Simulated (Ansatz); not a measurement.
How settings move the G0W0 gap of ZnSe (F-43m)

ZnSe (started from an entry of an open crystallographic database), relaxed with r2SCAN; one-shot G0W0 in Ansatz without spin-orbit coupling. No spin polarisation and no zero-point or thermal motion.

```
Zn Se
1.0
     0.00000    2.83242    2.83242
     2.83242    0.00000    2.83242
     2.83242    2.83242    0.00000
Zn Se
1 1
Cartesian
  0.0000 0.0000 0.0000
  1.4162 1.4162 1.4162
```

Gaps are read over the mesh points alone. G0W0 values are finite-basis, finite-mesh values.

| start | potentials | frequency model | mesh | empty bands | screening cutoff (eV) | Kohn-Sham gap (eV) | G0W0 gap (eV) | rough cost |
| --- | --- | --- | --- | --- | --- | --- | --- | --- |
| PBE | PAW | contour deformation | 4×4×4 | 73 | 80 | 1.28 | 2.34 | 16 core-seconds |
| PBE | PAW | contour deformation | 4×4×4 | 170 | 140 | 1.28 | 2.28 | 50 core-seconds |
| PBE | PAW | contour deformation | 4×4×4 | 314 | 210 | 1.28 | 2.26 | 2.9 core-minutes |
| HSE06 | PAW | contour deformation | 4×4×4 | 170 | 140 | 2.44 | 2.91 | 2 core-minutes |
| LDA | PAW | contour deformation | 4×4×4 | 170 | 140 | 1.02 | 2.13 | 50 core-seconds |
| r2SCAN | PAW | contour deformation | 4×4×4 | 170 | 140 | 1.86 | 2.61 | 60 core-seconds |
| PBE | PAW | Godby-Needs pole | 4×4×4 | 170 | 140 | 1.28 | 2.33 | 50 core-seconds |
| PBE | PAW | contour deformation | 6×6×6 | 73 | 80 | 1.29 | 2.43 | 80 core-seconds |
| PBE | norm-conserving | contour deformation | 4×4×4 | 170 | 140 | 1.28 | 2.26 | 120 core-seconds |

Over the mesh points the PBE gap of 1.28 eV becomes a quasiparticle gap of 2.26 eV (direct at Γ), a change of +0.98 eV. Renormalisation factors Z lie between 0.73 and 0.78.

Raising bands and cutoff together moves the gap by -0.06 eV (80 to 140 eV), then -0.02 eV (140 to 210 eV); the last step is small, which bounds nothing strictly. Starting from HSE06 (2.44 eV against PBE's 1.28 eV) gives 2.91 eV, +0.63 eV from G0W0@PBE at the same screening cutoff. Starting from LDA (1.02 eV against PBE's 1.28 eV) gives 2.13 eV, -0.15 eV from G0W0@PBE at the same screening cutoff. Starting from r2SCAN (1.86 eV against PBE's 1.28 eV) gives 2.61 eV, +0.33 eV from G0W0@PBE at the same screening cutoff. The Godby-Needs plasmon pole differs from contour deformation by +0.05 eV. A 6×6×6 mesh in place of 4×4×4 changes the opening over PBE by +0.07 eV (the gap on the mesh by +0.09 eV). Norm-conserving potentials (wave cutoff 1170 eV against 420 eV) shift the quasiparticle gap by -0.02 eV and the PBE gap by 0.00 eV. r2SCAN runs take a wave cutoff of 500 eV.

With a shallow d shell on the cation, G0W0 converges slowly in bands and cutoff, so these values are in doubt.
